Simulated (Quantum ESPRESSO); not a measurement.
# CuO (Tenorite) under changes of volume

One of the cells (10.135 Å³/atom); the others are scaled copies at fixed shape and fractional positions:

```
Cu O
1.0
     2.34185   -1.71130    0.00000
     2.34185    1.71130    0.00000
    -0.85003    0.00000    5.05787
Cu O
2 2
Direct
  0.50000 0.00000 0.50000
  0.00000 0.50000 0.00000
  0.41840 0.58160 0.75000
  0.58160 0.41840 0.25000
```

- Program: Quantum ESPRESSO 7.5
- Functional: PBE
- Potentials or basis: SSSP 1.3 efficiency PBE
- Cutoff: 748 eV
- Density cutoff: 5987 eV
- k mesh: 10 × 10 × 5
- Occupations: fermi-dirac, width 0.05 eV
- Spin: no spin polarisation

```tsv
volume (Å³/atom)	energy over the lowest point (meV/atom)	pressure (GPa)	largest force (eV/Å)
9.527	52.64	18.9	0.033
9.730	31.30	13.9	0.112
9.932	15.97	9.4	0.184
10.135	6.00	5.4	0.251
10.338	?	?	?
10.540	0.00	-1.3	0.367
10.743	3.01	-4.2	0.419
```

Task: What does the run at 10.338 Å³/atom give?

Result: Energy over the lowest point 0.86 meV/atom; pressure 1.9 GPa; largest force 0.312 eV/Å.

Worked out: A Birch-Murnaghan fit of order 3 (a polynomial in V^(-2/3)) to the other rows has its minimum at 10.48 Å³/atom with B0 = V·E''(V) = 163 GPa and B' = 4.6 at fixed shape and positions, which overstates the stiffness. It gives 0.84 meV/atom at 10.338 Å³/atom, against the run's 0.86, and -dE/dV = 2.3 GPa, against 1.9.

Energies are extrapolated to zero smearing.

Caveats: the run has no spin polarisation, though such a crystal can be magnetic.
